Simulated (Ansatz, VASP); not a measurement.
# LaSi3Ru in two plane-wave programs

Wanted: the spread between two codes on one cell, functional and k mesh.

Calculated with Ansatz 0.2.0; plane waves, with VASP 6.6.1 beside it; relaxation of cell and atoms at r2SCAN.

**1. Starting point**

It takes space group I4mm (No. 107, tetragonal). The conventional cell has a = 4.265 Å, b = 4.265 Å, c = 9.964 Å, α = 90.00°, β = 90.00°, γ = 90.00°. La has 12 Si at 3.12 to 3.37 Å and 5 Ru at 3.39 to 3.42 Å nearest. Nearest to Si lie 1 Ru at 2.37 Å and 4 Si at 2.65 Å and 4 La at 3.12 Å. Nearest to Si lie 2 Ru at 2.38 Å and 6 Si at 2.65 to 3.02 Å and 4 La at 3.19 to 3.37 Å. Ru has 5 Si at 2.37 to 2.38 Å and 5 La at 3.39 to 3.42 Å nearest. Farther neighbours are not listed.

**2. Ansatz: relaxation of cell and atoms, r2SCAN**

Ansatz runs on its default PAW (the set named soft_2) files.

The relaxed volume is the usual yardstick between codes: its relative difference is about their pressure difference at one cell divided by the bulk modulus.

Contents of input.yaml:

```yaml
crystal:
  lattice:
    - [-2.13272866, 2.13272866, 4.98223261]
    - [2.13272866, -2.13272866, 4.98223261]
    - [2.13272866, 2.13272866, -4.98223261]
  atoms:
    - { symbol: La, position: [0.99929371, 0.99929371, 0.0] }
    - { symbol: Si, position: [0.41772753, 0.41772753, 0.0] }
    - { symbol: Si, position: [0.26066472, 0.76066472, 0.5] }
    - { symbol: Si, position: [0.76066472, 0.26066472, 0.5] }
    - { symbol: Ru, position: [0.65565031, 0.65565031, 0.0] }
hamiltonian:
  xc: r2scan
  pseudopotentials: { kind: paw }
kpoints:
  mp_grid: { grid: [9, 9, 9] }
scf:
  occupations: { method: fermi_dirac, width: 0.05 }
relax:
  f_tol: 0.01
  max_steps: 60
  cell: { stress_tol: 0.05 }
output:
  forces: true
  stress: true
  write_density: true
  write_potential: true
  elf: true
  volumetric_format: npy
```

On the command line:

```
$ ansatz run input.yaml --threads 4 --pin off --max-ram 9216MiB --backend cpu --events-out ev --progress --plain --runs-dir out
```

Numbers of over 12 decimals in the logs are rounded to 6 here.

The log of the run:

```text
Engine: ansatz 0.2.0, aarch64-unknown-linux-gnu
Pseudopotentials: kind: paw
Pseudopotential: La, paw, valence charge 11, recommended cutoff 500 eV (meta_gga), La.paw.azcp
Pseudopotential: Si, paw, valence charge 4, recommended cutoff 500 eV (meta_gga), Si.paw.azcp
Pseudopotential: Ru, paw, valence charge 16, recommended cutoff 500 eV (meta_gga), Ru.paw.azcp
Functional definition: r2SCAN
  parameter k0 = 0.174
  parameter k1 = 0.065
  parameter a1 = 4.9479
  exchange = r2scan_x(k0 = k0, k1 = k1, a1 = a1)
  correlation = r2scan_c
Crystal: 5 atoms, lattice volume = 90.647 Å³
Basis set: ecut = 500 eV, 2307 PW (Γ), exchange–correlation on 180×180×180 points (64 copies of the dense FFT grid, shifted against one another)
Bands: 25, of which v1, the nominal top of the filled ones, is band 20 counted from 1 (19 counted from 0)
Symmetry: 8 space group operations
Space group: I4mm (ITA 107), of the structure as read, at distance tolerance 4.5e-5 Å
k-points: 75 of 729 (time reversal used)
Non-local potential: La, projectors of the file, l = 0: 3, l = 1: 2, l = 2: 2, l = 3: 3
Non-local potential: Si, projectors of the file, l = 0: 2, l = 1: 2, l = 2: 2
Non-local potential: Ru, projectors of the file, l = 0: 3, l = 1: 2, l = 2: 2, l = 3: 1
PAW form: soft (Blöchl's): semilocal exchange-correlation on the pseudo side does not see the compensation charge
PAW frozen core: La, regenerated for the run's functional (the file was generated under x = pbe(κ = 0.804, μ = 0.219515), c = pbe(β = 0.066725))
PAW frozen core: Si, regenerated for the run's functional (the file was generated under x = pbe(κ = 0.804, μ = 0.219515), c = pbe(β = 0.066725))
PAW frozen core: Ru, regenerated for the run's functional (the file was generated under x = pbe(κ = 0.804, μ = 0.219515), c = pbe(β = 0.066725))
PAW one-centre angular grid: La, 974 points (default); XC on 160 Gauss nodes
PAW one-centre angular grid: Si, 302 points (default); XC on 160 Gauss nodes
PAW one-centre angular grid: Ru, 590 points (default); XC on 160 Gauss nodes
Initial density: superposition of atomic densities (neutral atoms: chi_scale 0, normalization atom), corrected by the library's trained network
Initial wavefunctions: pseudopotential atomic-orbital guess
Functional: x = r2scan, c = r2scan; τ floored in thin density (d = 2e-4 eV/Å³)
SCF iter   1: F=—  HF=-14076.161015 eV  |F-HF|=—  |Δ(HF+E_count)|=         —  Δρ=9.18e-3  dr2=1.48e-1  dr2_τ=3.25e-2  ethr=1.77e-3  ⟨swp⟩=6.0  Hψ=8928  notcnv=0
preconditioner: auto → Kerker (q_TF=auto, 2.371 Å⁻¹)  [metal: Δε(μ)=0.017 eV  Ē_g=9.023 eV  σ=0.050 eV  W_gap=0.08  n_scr=14 (ndim 8)  ℏωp=21.0 eV  f_vac=0.000  D(μ)=1.68/eV (n_scr^D=10)]
SCF iter   2: F=—  HF=-14076.242606 eV  |F-HF|=—  |Δ(HF+E_count)|=   8.16e-2  Δρ=5.62e-3  dr2=2.58e-2  dr2_τ=5.47e-3  ethr=3.79e-4  ⟨swp⟩=3.7  Hψ=4261  notcnv=0  defer=26
SCF iter   3: F=—  HF=-14076.241732 eV  |F-HF|=—  |Δ(HF+E_count)|=   8.73e-4  Δρ=2.66e-3  dr2=1.09e-2  dr2_τ=4.03e-4  ethr=6.62e-5  ⟨swp⟩=3.3  Hψ=3369  notcnv=0  defer=26
SCF iter   4: F=—  HF=-14076.241114 eV  |F-HF|=—  |Δ(HF+E_count)|=   6.18e-4  Δρ=6.37e-4  dr2=3.06e-4  dr2_τ=2.20e-5  ethr=2.80e-5  ⟨swp⟩=3.4  Hψ=3596  notcnv=0  defer=27
SCF iter   5: F=—  HF=-14076.241216 eV  |F-HF|=—  |Δ(HF+E_count)|=   1.01e-4  Δρ=2.17e-4  dr2=8.84e-5  dr2_τ=2.43e-6  ethr=7.86e-7  ⟨swp⟩=2.1  Hψ=3482  notcnv=0  defer=26
SCF iter   6: F=—  HF=-14076.241166 eV  |F-HF|=—  |Δ(HF+E_count)|=   4.98e-5  Δρ=6.72e-5  dr2=6.82e-6  dr2_τ=5.90e-8  ethr=2.27e-7  ⟨swp⟩=2.7  Hψ=3210  notcnv=0  defer=26
SCF iter   7: F=—  HF=-14076.241168 eV  |F-HF|=—  |Δ(HF+E_count)|=   1.81e-6  Δρ=1.04e-5  dr2=1.43e-7  dr2_τ=3.30e-9  ethr=1.75e-8  ⟨swp⟩=2.0  Hψ=3012  notcnv=0  defer=26
SCF iter   8: F=-14076.241168 eV  HF=-14076.241168 eV  |F-HF|=6.77e-10  |Δ(HF+E_count)|=   2.85e-8  Δρ=2.03e-6  dr2=5.43e-9  dr2_τ=3.27e-10  ethr=2.56e-10  ⟨swp⟩=8.4  Hψ=11631  notcnv=0
SCF 1 converged in 8 iterations: F = -14076.241168 eV  dr2 = 5.43e-9
  greatest PAW one-centre occupation: 0.997 electrons in one spin orbital (limit 2), on the Ru atom at site 4 (counted from 0), in its partial waves of l = 1
relax step   1: F+E_penalty+E_count = -14076.24116769 eV  Δ(F+E_penalty+E_count) = +0.000e0 eV  max|allowed force component| = 2.111e-2 eV/Å  Δτ_max = 0.0000 Å  P = -0.101 GPa  Ω = 90.647 Å³  (8 SCF iters, dr2 threshold 1.00e-7 eV, accepted)
[...]
relax step   2: F+E_penalty+E_count = -14076.24126331 eV  Δ(F+E_penalty+E_count) = -9.561e-5 eV  max|allowed force component| = 9.907e-3 eV/Å  Δτ_max = 0.0022 Å  P = +0.028 GPa  Ω = 90.563 Å³  energy of the carried Pulay correction = +1.918e-5 eV  (6 SCF iters, dr2 threshold 5.27e-8 eV, accepted)
[...]
relax step   3: F+E_penalty+E_count = -14076.24124061 eV  Δ(F+E_penalty+E_count) = +2.270e-5 eV  max|allowed force component| = 9.911e-3 eV/Å  Δτ_max = 0.0000 Å  P = +0.028 GPa  Ω = 90.563 Å³  stress off target by 4.24e-2 GPa  SCF on the basis re-selected at this cell (its energy is not comparable with the rows above)  (5 SCF iters)
basis re-selected at this cell: Δ(F+E_penalty+E_count) = +2.270e-5 eV, ΔP = -0.000 GPa vs the last step (what re-selecting the basis moved, of the pressure what is left beyond the Pulay correction that the steps carried, after the strain that the cell walked since its last selection, with what the two solves' SCF thresholds leave and, on support functions, any second-order correction that the steps lacked; it is no m [...]
SCF converged after 5 iterations
Free energy (F): -14076.241241 eV
Harris-Foulkes:  -14076.241241 eV  (|F-HF|=0.00e0)
Internal energy: -14076.226870 eV  (E = F + TS)
E sigma→0 (E₀):  -14076.234055 eV
Entropy (-TS):   -0.014371 eV (-2.874 meV/atom)
Fermi energy:    12.714340 eV
--- Per-component energies (eV) ---
  E_band       = -174.883158
  E_kinetic    = 834.793086
  E_local      = -2605.642370  (includes V_loc(G=0)·N_el)
  E_nonlocal   = 510.734198
  E_hartree    = 966.957392
  E_xc         = -474.868128
  E_vxc        = -583.140777  (∫ρ·V_xc dr)
  E_paw        = -10475.060501  (= ΣΔE_a)
  E_vpaw       = -299.154824  (= ΣTr[D̂ρ^β])
  E_aug_tail   = 0.000125  (compensation charges beyond the density's cutoff)
  E_vtau       = 33.612840  (kinetic-family band-sum trace: ∫τ·v_τ [+ j·A + Jᵃ·Aᵃ] dr)
  E_ewald      = -2832.668930
  E_core_change = -0.471742  (= ΣΔE_core)
  E_smearing   = -0.014371  (= −TS)
  E_closure    = -0.000000  (closes the sum)
  Σ components = -14076.241241   (vs F -14076.241241, Δ=0.00e0)
--- Forces (eV/Å), atoms counted from 1 ---
  atom   1  La    -0.00000000     0.00000000    -0.00816838
  atom   2  Si     0.00000000    -0.00000000     0.00095471
  atom   3  Si    -0.00000000     0.00000000    -0.00134835
  atom   4  Si     0.00000000    -0.00000000    -0.00134835
  atom   5  Ru    -0.00000000     0.00000000     0.00991103
  max |Σ_I F_I| component: 6.46e-7 eV/Å
--- Stress (GPa, compression-positive) ---
        0.042391       0.000000       0.000000
        0.000000       0.042391      -0.000000
        0.000000      -0.000000      -0.002123
  P = ⅓ Tr σ = 0.0276 GPa (0.276 kbar)
--- Band table (eV; the first three rows and the last of 75) ---
  k-point 0: bands = [... 16 lower, 10.8803, 11.8555, 11.8555, 13.2389, 13.2389, 14.5765, 15.2892, 15.4340, ... 1 higher]
  k-point 1: bands = [... 16 lower, 10.7250, 11.9393, 11.9818, 12.3035, 13.0757, 14.7239, 15.3750, 15.5410, ... 1 higher]
  k-point 2: bands = [... 16 lower, 11.0336, 11.2178, 11.9440, 12.3594, 13.4174, 15.0640, 15.4223, 15.5544, ... 1 higher]
  k-point 74: bands = [... 16 lower, 10.7578, 11.2178, 13.2542, 13.8134, 14.0809, 14.7877, 14.8893, 15.2296, ... 1 higher]
--- Relaxed structure (2 steps of the walk, 2 accepted, 1 SCFs on fresh bases) ---
  F+E_penalty+E_count = -14076.24124061 eV   max|allowed force component| = 9.911e-3 eV/Å   (the final SCF, on the basis selected at the relaxed cell)
  cell:  # Å, volume = 90.5632 Å³
    - [-2.130948, 2.130948, 4.985927]
    - [2.130948, -2.130948, 4.985927]
    - [2.130948, 2.130948, -4.985927]
  atoms:
    - { symbol: La, position: [0.999232, 0.999232, 0] }
    - { symbol: Si, position: [0.417944, 0.417944, 0] }
    - { symbol: Si, position: [0.260611, 0.760611, 0.500000] }
    - { symbol: Si, position: [0.760611, 0.260611, 0.500000] }
    - { symbol: Ru, position: [0.655602, 0.655602, 0] }
```

It took 26 s on 4 threads of Arm Neoverse V2, shared host; peak memory 0.85 GiB.

**3. VASP: relaxation of cell and atoms, r2SCAN**

The same cell, functional, mesh and smearing now go to VASP, with its own data sets and cutoff.

Lines of VASP's logs that name or quote its potential files are left out, and so is its time.

Contents of INCAR:

```
SYSTEM = LaSi3Ru
PREC = Accurate
ENCUT = 520
EDIFF = 1E-06
NELM = 100
ISMEAR = -1
SIGMA = 0.05
LREAL = .FALSE.
ALGO = Normal
METAGGA = R2SCAN
LASPH = .TRUE.
NBANDS = 24
LORBIT = 11
LWAVE = .FALSE.
LCHARG = .FALSE.
KPAR = 4
IBRION = 2
NSW = 60
ISIF = 3
EDIFFG = -0.01
```

Contents of POSCAR:

```
LaSi3Ru
1.0
   -2.1327286600      2.1327286600      4.9822326100
    2.1327286600     -2.1327286600      4.9822326100
    2.1327286600      2.1327286600     -4.9822326100
La Si Ru
1 3 1
Direct
    0.9992937100      0.9992937100      0.0000000000
    0.4177275300      0.4177275300      0.0000000000
    0.2606647200      0.7606647200      0.5000000000
    0.7606647200      0.2606647200      0.5000000000
    0.6556503100      0.6556503100      0.0000000000
```

Contents of KPOINTS:

```
Automatic mesh
0
Gamma
9 9 9
0 0 0
```

PAW data sets: La, Si and Ru_pv (PBE family, release 64).

On the command line:

```
$ mpirun -np 4 vasp_std
```

The log of the run:

```text
[banner, memory and clock lines left out]
running    4 mpi-ranks, on    1 nodes
 distrk:  each k-point on    1 cores,    4 groups
 distr:  one band on    1 cores,    1 groups

 POSCAR found type information on POSCAR LaSiRu
 POSCAR found :  3 types and       5 ions
|                                                                             |
|               ----> ADVICE to this user running VASP <----                  |
|                                                                             |
|     You enforced a specific xc type in the INCAR file but a different       |
|     [... a line on the potential file left out ...]
|     I HOPE YOU KNOW WHAT YOU ARE DOING!                                     |
|                                                                             |

 LDA part: xc-table for (None), standard interpolation
 POSCAR, INCAR and KPOINTS ok, starting setup
 FFT: planning ... GRIDC
 FFT: planning ... GRID_SOFT
 FFT: planning ... GRID
 WAVECAR not read
 entering main loop
       N       E                     dE             d eps       ncg     rms          rms(c)
DAV:   1     0.274312942316E+03    0.27431E+03   -0.16746E+04  4112   0.203E+03
DAV:   2    -0.481543421987E+02   -0.32247E+03   -0.31237E+03  4216   0.387E+02
DAV:   3    -0.924251063944E+02   -0.44271E+02   -0.43142E+02  5760   0.148E+02
DAV:   4    -0.950423983481E+02   -0.26173E+01   -0.25425E+01  6088   0.378E+01
DAV:   5    -0.951780725793E+02   -0.13567E+00   -0.13543E+00  5360   0.680E+00    0.180E+01
DAV:   6    -0.855748924276E+02    0.96032E+01   -0.13234E+01  4960   0.276E+01    0.602E+00
DAV:   7    -0.851577184408E+02    0.41717E+00   -0.46450E+00  6208   0.171E+01    0.504E+00
DAV:   8    -0.851529073924E+02    0.48110E-02   -0.40780E-01  5688   0.496E+00    0.201E+00
DAV:   9    -0.851568420936E+02   -0.39347E-02   -0.16678E-01  5640   0.297E+00    0.813E-01
DAV:  10    -0.851561253510E+02    0.71674E-03   -0.30507E-02  6056   0.155E+00    0.163E-01
DAV:  11    -0.851566643197E+02   -0.53897E-03   -0.23319E-03  5976   0.295E-01    0.844E-02
DAV:  12    -0.851568366526E+02   -0.17233E-03   -0.64542E-04  6168   0.151E-01    0.459E-02
DAV:  13    -0.851568657414E+02   -0.29089E-04   -0.19947E-04  6216   0.102E-01    0.104E-02
DAV:  14    -0.851570876765E+02   -0.22194E-03   -0.18134E-03  4960   0.295E-01    0.383E-02
DAV:  15    -0.851568500473E+02    0.23763E-03   -0.15641E-03  5032   0.305E-01    0.157E-02
DAV:  16    -0.851568639587E+02   -0.13911E-04   -0.13325E-04  6680   0.559E-02    0.807E-03
DAV:  17    -0.851568619446E+02    0.20141E-05   -0.11658E-05  5512   0.189E-02    0.739E-03
DAV:  18    -0.851568614749E+02    0.46969E-06   -0.14473E-06  4784   0.764E-03
   1 F= -.85156861E+02 E0= -.85149668E+02  d E =-.851569E+02
[...]
2 F= -.85156885E+02 E0= -.85149722E+02  d E =-.234964E-04
[...]
3 F= -.85156964E+02 E0= -.85149785E+02  d E =-.102593E-03
[...]
4 F= -.85156944E+02 E0= -.85149761E+02  d E =-.828053E-04
[...]
5 F= -.85156945E+02 E0= -.85149764E+02  d E =-.833418E-04
 curvature:  -0.13 expect dE=-0.344E-05 dE for cont linesearch -0.207E-06
 ZBRENT: interpolating
 opt :   0.5170  next Energy=   -85.156945 (dE=-0.837E-04)
 bond charge predicted
       N       E                     dE             d eps       ncg     rms          rms(c)
DAV:   1    -0.851569468948E+02   -0.20755E-05   -0.43827E-05  5368   0.675E-02    0.129E-02
DAV:   2    -0.851569463362E+02    0.55850E-06   -0.36697E-05  4800   0.426E-02    0.994E-03
DAV:   3    -0.851569449576E+02    0.13787E-05   -0.85401E-06  4712   0.239E-02    0.175E-03
DAV:   4    -0.851569450589E+02   -0.10135E-06   -0.65865E-07  3088   0.819E-03
   6 F= -.85156945E+02 E0= -.85149765E+02  d E =-.835840E-04
 curvature:  -0.22 expect dE=-0.653E-05 dE for cont linesearch -0.710E-09
 trial: gam= 0.15867 g(F)=  0.122E-04 g(S)=  0.178E-04 ort = 0.775E-06 (trialstep = 0.903E+00)
 search vector abs. value=  0.349E-04
 reached required accuracy - stopping structural energy minimisation
```

(Part 1 of 2 ends here.)

[Lines on the potential files, build, host, timing and source positions are cut from VASP's logs without a mark.]

[Logs are printed without paths, hosts, clocks, repeated set-up lines and the standing remarks that a program may print on its own settings, such as how far it seeks lower states.]

[Hosts, paths, dates, database ids (printed as entryN), source tags and the programs' standing remarks are cut or masked in the printed files.]
